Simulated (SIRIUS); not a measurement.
## Re under changes of volume

One of the cells (15.716 Å³/atom); the others are scaled copies at fixed shape and fractional positions:

```xyz
1
Lattice="0.0000 1.9881 1.9881 1.9881 0.0000 1.9881 1.9881 1.9881 0.0000" Properties=species:S:1:pos:R:3 pbc="T T T"
Re    0.0000    0.0000    0.0000
```

This isn't the form of Re at room conditions, which is hcp.

* Program: SIRIUS 7.10.0
* Functional: PBE
* Potentials or basis: PseudoDojo 0.4.1 PBE standard (scalar relativistic)
* Cutoff: 983 eV
* Density cutoff: 3932 eV
* k mesh: 12 × 12 × 12
* Occupations: fermi-dirac, width 0.05 eV
* Spin: no spin polarisation

| volume (Å³/atom) | energy over the lowest point (meV/atom) | pressure (GPa) |
| --- | --- | --- |
| 14.483 | 20.66 | 13.8 |
| 14.791 | 2.58 | 5.2 |
| 15.099 | 0.00 | -2.4 |
| 15.716 | ? | ? |
| 16.024 | 69.84 | -20.8 |
| 16.332 | 114.54 | -25.6 |

What does the run at 15.716 Å³/atom give?

Energy over the lowest point 35.02 meV/atom; pressure -15.3 GPa.

Worked out: A Birch-Murnaghan fit of order 3 (a polynomial in V^(-2/3)) to the other rows has its minimum at 15.00 Å³/atom with B0 = V·E''(V) = 364 GPa and B' = 4.5. It gives 35.05 meV/atom at 15.716 Å³/atom, against the run's 35.02, and -dE/dV = -15.3 GPa, against -15.3.

Energies are extrapolated to zero smearing.
